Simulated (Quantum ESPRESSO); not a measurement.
Pt under changes of volume

One of the cells (15.080 Å³/atom); the others are scaled copies at fixed shape and fractional positions:

```xyz
1
Lattice="0.0000 1.9609 1.9609 1.9609 0.0000 1.9609 1.9609 1.9609 0.0000" Properties=species:S:1:pos:R:3 pbc="T T T"
Pt    0.0000    0.0000    0.0000
```

* Program: Quantum ESPRESSO 7.5
* Functional: PBEsol
* Potentials or basis: GBRV 1.5 PBEsol
* Cutoff: 612 eV
* Density cutoff: 4898 eV
* k mesh: 12 × 12 × 12
* Occupations: fermi-dirac, width 0.05 eV
* Spin: no spin polarisation

| volume (Å³/atom) | energy over the lowest point (meV/atom) | pressure (GPa) |
| --- | --- | --- |
| 14.175 | 47.09 | 18.7 |
| 14.477 | 18.27 | 11.0 |
| 14.778 | 3.11 | 4.2 |
| 15.080 | 0.00 | -1.8 |
| 15.381 | 7.49 | -7.1 |
| 15.683 | ? | ? |
| 15.985 | 49.42 | -15.8 |

Problem. What does the run at 15.683 Å³/atom give?

Solution. Energy over the lowest point 24.34 meV/atom; pressure -11.7 GPa.

Worked out: A Birch-Murnaghan fit of order 3 (a polynomial in V^(-2/3)) to the other rows has its minimum at 15.01 Å³/atom with B0 = V·E''(V) = 288 GPa and B' = 5.3. It gives 24.33 meV/atom at 15.683 Å³/atom, against the run's 24.34, and -dE/dV = -11.2 GPa, against -11.7.

Energies are extrapolated to zero smearing.
